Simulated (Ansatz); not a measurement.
# C: the cost of one run

Program: Ansatz 0.2.0. Level of theory: DFT PBE+D3(BJ), plane waves, PAW, scalar-relativistic, no spin polarisation. These are calculated values, not measurements.

### 1 Starting point

The cell holds 18 atoms (C18): a = 7.398 Å, b = 7.398 Å, c = 12.000 Å, α = 90.00°, β = 90.00°, γ = 120.00°.

As a file:

```
C
1.0
     7.39800    0.00000    0.00000
    -3.69900    6.40686    0.00000
     0.00000    0.00000   12.00000
C
18
Direct
  0.00000 0.00000 0.08333
  0.22222 0.11111 0.08333
  0.00000 0.33333 0.08333
  0.22222 0.44444 0.08333
  0.00000 0.66667 0.08333
  0.22222 0.77778 0.08333
  0.33333 0.00000 0.08333
  0.55556 0.11111 0.08333
  0.33333 0.33333 0.08333
  0.55556 0.44444 0.08333
  0.33333 0.66667 0.08333
  0.55556 0.77778 0.08333
  0.66667 0.00000 0.08333
  0.88889 0.11111 0.08333
  0.66667 0.33333 0.08333
  0.88889 0.44444 0.08333
  0.66667 0.66667 0.08333
  0.88889 0.77778 0.08333
```

### 2 Preparing the start

File input.yaml:

```yaml
crystal:
  lattice:
    - [7.398, 0.0, 0.0]
    - [-3.699, 6.406856, 0.0]
    - [0.0, 0.0, 12.0]
  atoms:
    - { symbol: C, position: [0.0, 0.0, 0.0833333] }
    - { symbol: C, position: [0.2222222, 0.1111111, 0.0833333] }
    - { symbol: C, position: [0.0, 0.3333333, 0.0833333] }
    - { symbol: C, position: [0.2222222, 0.4444444, 0.0833333] }
    - { symbol: C, position: [0.0, 0.6666667, 0.0833333] }
    - { symbol: C, position: [0.2222222, 0.7777778, 0.0833333] }
    - { symbol: C, position: [0.3333333, 0.0, 0.0833333] }
    - { symbol: C, position: [0.5555556, 0.1111111, 0.0833333] }
    - { symbol: C, position: [0.3333333, 0.3333333, 0.0833333] }
    - { symbol: C, position: [0.5555556, 0.4444444, 0.0833333] }
    - { symbol: C, position: [0.3333333, 0.6666667, 0.0833333] }
    - { symbol: C, position: [0.5555556, 0.7777778, 0.0833333] }
    - { symbol: C, position: [0.6666667, 0.0, 0.0833333] }
    - { symbol: C, position: [0.8888889, 0.1111111, 0.0833333] }
    - { symbol: C, position: [0.6666667, 0.3333333, 0.0833333] }
    - { symbol: C, position: [0.8888889, 0.4444444, 0.0833333] }
    - { symbol: C, position: [0.6666667, 0.6666667, 0.0833333] }
    - { symbol: C, position: [0.8888889, 0.7777778, 0.0833333] }
basis:
  ecutwfc: 420.0
kpoints:
  mp_grid: { grid: [2, 2, 1] }
hamiltonian:
  xc: pbe
  dispersion: d3bj
scf:
  occupations: { method: fermi_dirac, width: 0.02 }
  lower_state_search: "off"
relax:
  f_tol: 0.08
  max_steps: 25
  adjacent_minimum: "off"
```

Started as:

```console
$ ansatz run input.yaml --threads 1 --pin off --max-ram 3072MiB --backend cpu --events-out ev --progress --plain --runs-dir out
```

**Question.** How long does this run take on 1 thread of Intel Xeon 6975P-C (Granite Rapids), shared host, and how much memory does it need?

About 1.8 s, with a peak of 0.63 GiB.
